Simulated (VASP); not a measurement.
**SrO in VASP 6.6.1, single-point calculation**

INCAR

```
ISMEAR = -1
ENCUT = 520
SIGMA = 0.02
NELM = 64
LASPH = .TRUE.
LWAVE = .FALSE.
ISIF = 2
PREC = Accurate
NBANDS = 15
EDIFF = 1E-7
ALGO = Eigenval
LREAL = .FALSE.
NSW = 0
GGA = PE
IBRION = -1
LCHARG = .FALSE.
```

KPOINTS

```
KPOINTS created by Atomic Simulation Environment
0
Gamma
8 8 8
0 0 0
```

POSCAR

```
Sr O
 1.0000000000000000
     0.0000000000000000    2.6443896353000000    2.6443896353000000
     2.6443896353000000    0.0000000000000000    2.6443896353000000
     2.6443896353000000    2.6443896353000000    0.0000000000000000
 Sr  O
   1   1
Cartesian
  0.0000000000000000  0.0000000000000000  0.0000000000000000
  2.6443896353000000  2.6443896353000000  2.6443896353000000
```

The recommended PBE PAW datasets give the neutral cell 16 valence electrons.

Command

```
mpirun -np 1 vasp_std
```

Question: How does this run end, and what does it give?

Answer: It converged. Results: gap between bands v and c on the k mesh -11.02 eV (bands overlap: a metal); least direct gap on the k mesh 4.59 eV; pressure 2450.4 GPa. Band v is the last that the valence electrons fill when counted band by band, and c is the next.

OSZICAR

```
N       E                     dE             d eps       ncg     rms          rms(c)
EIG:   1     0.122059909970E+04    0.12206E+04    0.00000E+00     0   0.000E+00
EIG:   2     0.122059909970E+04   -0.80490E-10    0.00000E+00     0   0.000E+00
EIG:   3     0.122059909970E+04    0.60254E-10    0.00000E+00     0   0.000E+00
EIG:   4     0.122059909970E+04    0.25921E-10    0.00000E+00     0   0.000E+00
EIG:   5     0.122059909970E+04   -0.32514E-10    0.00000E+00     0   0.000E+00    0.487E+02
EIG:   6     0.130341951395E+04    0.82820E+02    0.00000E+00     0   0.000E+00    0.292E+02
EIG:   7     0.136227106894E+04    0.58852E+02    0.00000E+00     0   0.000E+00    0.368E+00
EIG:   8     0.136309098153E+04    0.81991E+00    0.00000E+00     0   0.000E+00    0.839E-01
EIG:   9     0.136313878379E+04    0.47802E-01    0.00000E+00     0   0.000E+00    0.752E-02
EIG:  10     0.136313898287E+04    0.19908E-03    0.00000E+00     0   0.000E+00    0.476E-03
EIG:  11     0.136313899226E+04    0.93871E-05    0.00000E+00     0   0.000E+00    0.143E-03
EIG:  12     0.136313899359E+04    0.13266E-05    0.00000E+00     0   0.000E+00    0.126E-04
EIG:  13     0.136313899394E+04    0.34980E-06    0.00000E+00     0   0.000E+00    0.552E-05
EIG:  14     0.136313899402E+04    0.85041E-07    0.00000E+00     0   0.000E+00
   1 F= 0.13631390E+04 E0= 0.13631402E+04  d E =-.235025E-02
```

These settings aren't sound, so the numbers aren't properties of the crystal.

The fault: no self-consistency without orbitals.

On sound settings PBE gives a gap of 3.30 eV on its mesh and a pressure of -3.6 GPa for the intended cell. This run's energy (σ→0) differs from it by 687588 meV an atom.
